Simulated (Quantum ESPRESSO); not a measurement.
# AlN (F-43m) in Quantum ESPRESSO: a series of runs, part 2 of 3

Quantum ESPRESSO 7.5.

## Step 3: Phonons, revPBE, collinear spin, ferromagnetic start

File pw.in:

```
&CONTROL
  calculation = 'scf'
  prefix = 'pwscf'
  outdir = './tmp'
  pseudo_dir = './pseudo'
  tprnfor = .true.
  tstress = .true.
  disk_io = 'low'
/
&SYSTEM
  ibrav = 0
  A = 3.08863331
  nat = 2
  ntyp = 2
  ecutwfc = 84
  nbnd = 12
  input_dft = 'revpbe'
  occupations = 'smearing'
  smearing = 'fd'
  degauss = 0.00367493
  nspin = 2
  starting_magnetization(1) = 0.1667
  starting_magnetization(2) = 0
/
&ELECTRONS
  conv_thr = 4d-10
  electron_maxstep = 120
  mixing_beta = 0.3
  diagonalization = 'rmm-paro'
/
ATOMIC_SPECIES
Al    26.9815 Al.upf
N     14.0070 N.upf
CELL_PARAMETERS alat
   0.0000000000    0.7071067817    0.7071067817
   0.7071067817    0.0000000000    0.7071067817
   0.7071067817    0.7071067817    0.0000000000
ATOMIC_POSITIONS alat
Al     0.0000000000    0.0000000000    0.0000000000
N      0.3535533908    0.3535533908    0.3535533908
K_POINTS automatic
8 8 8 0 0 0
```

File relax.in:

```
&CONTROL
  calculation = 'vc-relax'
  prefix = 'pwscf'
  outdir = './tmp'
  pseudo_dir = './pseudo'
  tprnfor = .true.
  tstress = .true.
  disk_io = 'low'
  nstep = 40
  forc_conv_thr = 0.0001
  etot_conv_thr = 1d-06
/
&SYSTEM
  ibrav = 0
  A = 3.08863331
  nat = 2
  ntyp = 2
  ecutwfc = 84
  nbnd = 12
  input_dft = 'revpbe'
  occupations = 'smearing'
  smearing = 'fd'
  degauss = 0.00367493
  nspin = 2
  starting_magnetization(1) = 0.1667
  starting_magnetization(2) = 0
/
&ELECTRONS
  conv_thr = 4d-10
  electron_maxstep = 120
  mixing_beta = 0.3
  diagonalization = 'rmm-paro'
/
&IONS
  ion_dynamics = 'bfgs'
/
&CELL
  cell_dynamics = 'bfgs'
  press = 0
  press_conv_thr = 0.2
/
ATOMIC_SPECIES
Al    26.9815 Al.upf
N     14.0070 N.upf
CELL_PARAMETERS alat
   0.0000000000    0.7071067817    0.7071067817
   0.7071067817    0.0000000000    0.7071067817
   0.7071067817    0.7071067817    0.0000000000
ATOMIC_POSITIONS alat
Al     0.0000000000    0.0000000000    0.0000000000
N      0.3535533908    0.3535533908    0.3535533908
K_POINTS automatic
8 8 8 0 0 0
```

File scf2.in:

```
&CONTROL
  calculation = 'scf'
  prefix = 'pwscf'
  outdir = './tmp'
  pseudo_dir = './pseudo'
  tprnfor = .true.
  tstress = .true.
  disk_io = 'low'
/
&SYSTEM
  ibrav = 0
  A = 3.11522452
  nat = 2
  ntyp = 2
  ecutwfc = 84
  nbnd = 12
  input_dft = 'revpbe'
  occupations = 'fixed'
  nspin = 2
  starting_magnetization(1) = 0.1667
  starting_magnetization(2) = 0
  tot_magnetization = 0
/
&ELECTRONS
  conv_thr = 1d-13
  electron_maxstep = 120
  mixing_beta = 0.3
  diagonalization = 'rmm-paro'
  startingpot = 'file'
  startingwfc = 'file'
/
ATOMIC_SPECIES
Al    26.9815 Al.upf
N     14.0070 N.upf
CELL_PARAMETERS alat
   0.0000000000    0.7071067822    0.7071067822
   0.7071067822    0.0000000000    0.7071067822
   0.7071067822    0.7071067822    0.0000000000
ATOMIC_POSITIONS alat
Al     0.0000000000    0.0000000000    0.0000000000
N      0.3535533911    0.3535533911    0.3535533911
K_POINTS automatic
8 8 8 0 0 0
```

File ph.in:

```
phonons of AlN
&INPUTPH
  prefix = 'pwscf'
  outdir = './tmp'
  tr2_ph = 1d-16
  fildyn = 'dyn'
  niter_ph = 60
  alpha_mix(1) = 0.7
  epsil = .true.
/
0.0000000000 0.0000000000 0.0000000000
```

File dynmat.in:

```
&INPUT
  fildyn = 'dyn'
  asr = 'crystal'
  lperm = .true.
  filout = 'dynmat.disp'
  fileig = 'dynmat.eig'
/
```

File dynmat_lo.in:

```
&INPUT
  fildyn = 'dyn'
  asr = 'crystal'
  filout = 'dynmat_lo.disp'
  fileig = 'dynmat_lo.eig'
  q(1) = 0
  q(2) = 0
  q(3) = 1
/
```

File relax_v0.99.in:

```
&CONTROL
  calculation = 'relax'
  prefix = 'pwscf'
  outdir = './tmp'
  pseudo_dir = './pseudo'
  tprnfor = .true.
  tstress = .true.
  disk_io = 'low'
  nstep = 30
  forc_conv_thr = 0.0001
  etot_conv_thr = 1d-06
/
&SYSTEM
  ibrav = 0
  A = 3.10480564
  nat = 2
  ntyp = 2
  ecutwfc = 84
  nbnd = 12
  input_dft = 'revpbe'
  occupations = 'fixed'
  nspin = 2
  starting_magnetization(1) = 0.1667
  starting_magnetization(2) = 0
  tot_magnetization = 0
/
&ELECTRONS
  conv_thr = 1d-13
  electron_maxstep = 120
  mixing_beta = 0.3
  diagonalization = 'rmm-paro'
/
&IONS
  ion_dynamics = 'bfgs'
/
ATOMIC_SPECIES
Al    26.9815 Al.upf
N     14.0070 N.upf
CELL_PARAMETERS alat
   0.0000000000    0.7071067802    0.7071067802
   0.7071067802    0.0000000000    0.7071067802
   0.7071067802    0.7071067802    0.0000000000
ATOMIC_POSITIONS alat
Al     0.0000000000    0.0000000000    0.0000000000
N      0.3535533901    0.3535533901    0.3535533901
K_POINTS automatic
8 8 8 0 0 0
```

File ph_v0.99.in:

```
phonons at 0.99 of the volume
&INPUTPH
  prefix = 'pwscf'
  outdir = './tmp'
  tr2_ph = 1d-16
  fildyn = 'dyn_v0.99'
  niter_ph = 60
  alpha_mix(1) = 0.7
/
0.0000000000 0.0000000000 0.0000000000
```

File relax_v1.01.in:

```
&CONTROL
  calculation = 'relax'
  prefix = 'pwscf'
  outdir = './tmp'
  pseudo_dir = './pseudo'
  tprnfor = .true.
  tstress = .true.
  disk_io = 'low'
  nstep = 30
  forc_conv_thr = 0.0001
  etot_conv_thr = 1d-06
/
&SYSTEM
  ibrav = 0
  A = 3.12557418
  nat = 2
  ntyp = 2
  ecutwfc = 84
  nbnd = 12
  input_dft = 'revpbe'
  occupations = 'fixed'
  nspin = 2
  starting_magnetization(1) = 0.1667
  starting_magnetization(2) = 0
  tot_magnetization = 0
/
&ELECTRONS
  conv_thr = 1d-13
  electron_maxstep = 120
  mixing_beta = 0.3
  diagonalization = 'rmm-paro'
/
&IONS
  ion_dynamics = 'bfgs'
/
ATOMIC_SPECIES
Al    26.9815 Al.upf
N     14.0070 N.upf
CELL_PARAMETERS alat
   0.0000000000    0.7071067821    0.7071067821
   0.7071067821    0.0000000000    0.7071067821
   0.7071067821    0.7071067821    0.0000000000
ATOMIC_POSITIONS alat
Al     0.0000000000    0.0000000000    0.0000000000
N      0.3535533910    0.3535533910    0.3535533910
K_POINTS automatic
8 8 8 0 0 0
```

File ph_v1.01.in:

```
phonons at 1.01 of the volume
&INPUTPH
  prefix = 'pwscf'
  outdir = './tmp'
  tr2_ph = 1d-16
  fildyn = 'dyn_v1.01'
  niter_ph = 60
  alpha_mix(1) = 0.7
/
0.0000000000 0.0000000000 0.0000000000
```

Potentials or basis: PseudoDojo 0.4.1 SR PBE standard.

On the command line:

```bash
OMP_NUM_THREADS=1 pw.x -in pw.in > pw.out
OMP_NUM_THREADS=1 pw.x -in relax.in > relax.out
OMP_NUM_THREADS=1 pw.x -in scf2.in > scf2.out
OMP_NUM_THREADS=1 ph.x -in ph.in > ph.out
OMP_NUM_THREADS=1 dynmat.x -in dynmat.in > dynmat.out
OMP_NUM_THREADS=1 dynmat.x -in dynmat_lo.in > dynmat_lo.out
OMP_NUM_THREADS=1 pw.x -in relax_v0.99.in > relax_v0.99.out
OMP_NUM_THREADS=1 ph.x -in ph_v0.99.in > ph_v0.99.out
OMP_NUM_THREADS=1 pw.x -in relax_v1.01.in > relax_v1.01.out
OMP_NUM_THREADS=1 ph.x -in ph_v1.01.in > ph_v1.01.out
```

pw.out:

```text
This program is part of the open-source Quantum ESPRESSO suite
     for quantum simulation of materials; please cite
         "P. Giannozzi et al., J. Phys.:Condens. Matter 21 395502 (2009);
         "P. Giannozzi et al., J. Phys.:Condens. Matter 29 465901 (2017);
         "P. Giannozzi et al., J. Chem. Phys. 152 154105 (2020);
     in publications or presentations arising from this work. More details at

     IMPORTANT: XC functional enforced from input :
     Exchange-correlation= REVPBE
                           (   1   4   4   4   0   0   0)
     Any further DFT definition will be discarded
     Please, verify this is what you really want

     Message from routine setup:
     using ibrav=0 with symmetry is DISCOURAGED, use correct ibrav instead

     G-vector sticks info
     --------------------
     sticks:   dense  smooth     PW     G-vecs:    dense   smooth      PW
     Sum         793     793    241                14553    14553    2445

[... 410 lines left out ...]

 ------ SPIN DOWN ----------

          k = 0.0000 0.0000 0.0000 (  1837 PWs)   bands (ev):

    -7.9732   6.9842   6.9842   6.9842  11.2179  19.5975  19.5975  19.5975
    24.7489  24.7489  26.1240  26.1240
[... 138 lines left out ...]
    -5.2429   3.2172   3.5697   4.3021  13.0657  18.5005  19.0002  19.1529
    24.2171  25.9459  32.0230  32.3797

     the Fermi energy is     8.7820 ev

!    total energy              =     -25.59487857 Ry
     estimated scf accuracy    <          9.0E-11 Ry
     smearing contrib. (-TS)   =      -0.00000000 Ry
     internal energy E=F+TS    =     -25.59487857 Ry

     The total energy is F=E-TS. E is the sum of the following terms:
     one-electron contribution =      -0.94381354 Ry
     hartree contribution      =       5.66213481 Ry
     xc contribution           =      -8.51324063 Ry
     ewald contribution        =     -21.79995921 Ry

     total magnetization       =    -0.00 Bohr mag/cell
     absolute magnetization    =     0.00 Bohr mag/cell

     convergence has been achieved in  15 iterations

     Forces acting on atoms (cartesian axes, Ry/au):

     atom    1 type  1   force =     0.00000000    0.00000000    0.00000000
     atom    2 type  2   force =    -0.00000000   -0.00000000   -0.00000000

     Total force =     0.000000     Total SCF correction =     0.000000

     Computing stress (Cartesian axis) and pressure

          total   stress  (Ry/bohr**3)                   (kbar)     P=       51.60
   0.00035076   0.00000000   0.00000000           51.60        0.00        0.00
   0.00000000   0.00035076   0.00000000            0.00       51.60        0.00
   0.00000000   0.00000000   0.00035076            0.00        0.00       51.60

=------------------------------------------------------------------------------=
   JOB DONE.
=------------------------------------------------------------------------------=
```

scf2.out:

```text
This program is part of the open-source Quantum ESPRESSO suite
     for quantum simulation of materials; please cite
         "P. Giannozzi et al., J. Phys.:Condens. Matter 21 395502 (2009);
         "P. Giannozzi et al., J. Phys.:Condens. Matter 29 465901 (2017);
         "P. Giannozzi et al., J. Chem. Phys. 152 154105 (2020);
[... 486 lines left out ...]
   0.00000000   0.00000036   0.00000000            0.00        0.05        0.00
  -0.00000000   0.00000000   0.00000036           -0.00        0.00        0.05

=------------------------------------------------------------------------------=
   JOB DONE.
=------------------------------------------------------------------------------=
```

Run time: 8.3 min. Hardware: 1 thread of Intel Xeon Platinum 8488C (Sapphire Rapids), shared host; peak memory 0.09 GiB.

Results:

```
Free energy                                             : -348.2447 eV
Relaxed volume                                          : 10.69 Å³/atom
Relaxed cell                                            : a = 3.115 Å, b = 3.115 Å, c = 3.115 Å, α = 60.00°, β = 60.00°, γ = 60.00°
Space group after relaxing (to 0.05 Å)                  : F-43m (No. 216)
Pressure after relaxing                                 : 0.0 GPa
Band gap on the k mesh                                  : 3.36 eV, indirect (least direct gap 4.01 eV)
Net moment                                              : 0.00 μB per cell
Absolute moment                                         : 0.00 μB per cell
Valence electrons inside the program's atomic spheres   : Al 0.47; N 4.20
Electronic dielectric tensor (diagonal)                 : 4.59
Born charges (mean of the diagonal)                     : Al +2.52; N -2.53 e
Highest phonon frequency at Γ, LO-TO splitting left out : 639 cm⁻¹
Static dielectric tensor (diagonal)                     : 8.49
```

The path:
```
step  energy change (eV)  largest force (eV/Å)  pressure (GPa)  volume (Å³)
   1              0.0000                0.0000            5.16        20.83
   2             -0.0086                0.0000           -0.09        21.39
   3             -0.0086                0.0000            0.00        21.38
   4             -0.0086                0.0000            0.00        21.38
```

Final structure:
```
Al N
1.0
     0.00000    2.20280    2.20280
     2.20280    0.00000    2.20280
     2.20280    2.20280    0.00000
Al N
1 1
Direct
  0.00000 0.00000 0.00000
  0.25000 0.25000 0.25000
```

Phonon frequencies in cm⁻¹ (negative: imaginary):
| q point | frequencies |
| --- | --- |
| (0.000, 0.000, 0.000) | -4 -4 -4 639 639 639 |

Electronic dielectric tensor:
```
4.59 0.00 0.00
0.00 4.59 0.00
0.00 0.00 4.59
```

Born effective charge tensors (e):
atom 1, Al
```
2.52 0.00 0.00
0.00 2.52 0.00
0.00 0.00 2.52
```
atom 2, N
```
-2.53  0.00  0.00
 0.00 -2.53  0.00
 0.00  0.00 -2.53
```

Mode Grüneisen parameters of phonons at Γ, in order of frequency: n/a, n/a, n/a, 1.46, 1.46, 1.46

Optical modes at Γ, degenerate ones joined, polar ones without the macroscopic field:
```
cm⁻¹  components  symmetry     active in  IR intensity, summed ((D/Å)²/amu)
 639           3        T2  IR and Raman                              47.91
```

Zone-centre frequencies without and with the macroscopic field along z (cm⁻¹):
|  | optical modes in rising order |
| --- | --- |
| without | 639 639 639 |
| with the field | 639 639 869 |

Static dielectric tensor, electrons and zone-centre modes:
```
8.49 0.00 0.00
0.00 8.49 0.00
0.00 0.00 8.49
```

Frequencies at 99 % and 101 % of the volume (pressures 2.0 and -1.9 GPa), ions relaxed:
| mode | 99 % (cm⁻¹) | 101 % (cm⁻¹) | Grüneisen parameter |
| --- | --- | --- | --- |
| 4 | 648.1 | 629.5 | 1.46 |
| 5 | 648.1 | 629.5 | 1.46 |
| 6 | 648.1 | 629.5 | 1.46 |

Caveat: the potentials were made for another functional, which shifts forces and pressure; on a mesh that holds Γ this program's dielectric tensor can be off by some percent beyond the error of the mesh.

(Part 2 of 3 ends here.)
